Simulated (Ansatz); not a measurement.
**TaSi₂: do energies and stresses tell the same story?**

Method: Ansatz, DFT PBEsol, scalar-relativistic, plane waves, PAW.

Cutoff 420 eV; k points 12×12×6 on the computed 9-atom cell (Γ-centred); Gaussian smearing, width 0.10 eV; no spin polarisation.

Relaxed cell: P6_422, a = 4.761 Å, b = 4.761 Å, c = 6.556 Å, α = 90.00°, β = 90.00°, γ = 120.00°, 9 atoms in the primitive cell. Whether it is the stable form of this composition wasn't checked.

Energies at zero smearing and pressures from the stress tensor, at volumes with shape and atoms relaxed:
```tsv
V (Å³/atom)	E − E(first) (meV/atom)	P (GPa)
12.584	0.00	32.76
13.013	-73.68	22.52
13.442	-122.02	13.79
13.871	-148.72	6.34
14.300	-156.96	-0.01
14.729	-149.47	-5.43
15.158	-128.58	-10.03
15.730	-83.32	-15.10
```

Q: Check P = −dE/dV between neighbouring volumes, and get the bulk modulus from the pressures alone.

A: With 1 eV/Å³ = 160.2 GPa:
```json
{"middle V (Å³/atom)": "12.798", "−ΔE/ΔV (GPa)": "27.519", "mean P (GPa)": "27.645"}
{"middle V (Å³/atom)": "13.227", "−ΔE/ΔV (GPa)": "18.051", "mean P (GPa)": "18.158"}
{"middle V (Å³/atom)": "13.656", "−ΔE/ΔV (GPa)": "9.972", "mean P (GPa)": "10.067"}
{"middle V (Å³/atom)": "14.085", "−ΔE/ΔV (GPa)": "3.079", "mean P (GPa)": "3.165"}
{"middle V (Å³/atom)": "14.514", "−ΔE/ΔV (GPa)": "-2.798", "mean P (GPa)": "-2.720"}
{"middle V (Å³/atom)": "14.943", "−ΔE/ΔV (GPa)": "-7.804", "mean P (GPa)": "-7.729"}
{"middle V (Å³/atom)": "15.444", "−ΔE/ΔV (GPa)": "-12.675", "mean P (GPa)": "-12.565"}
```

The two differ by 0.13 GPa at most. The mean of two end pressures misses the average over a step by about ΔV² P″/12, up to 0.13 GPa here; with that taken off 0.01 GPa remains. Around V = 14.300 Å³/atom, the two neighbours give B = −V ΔP/ΔV = 14.300 × 11.77 / 0.858 = 196.1 GPa, against B0 = 195.1 GPa from the Birch–Murnaghan fit of the energies.

Spin–orbit coupling is left out, which can shift energies with elements as heavy as these.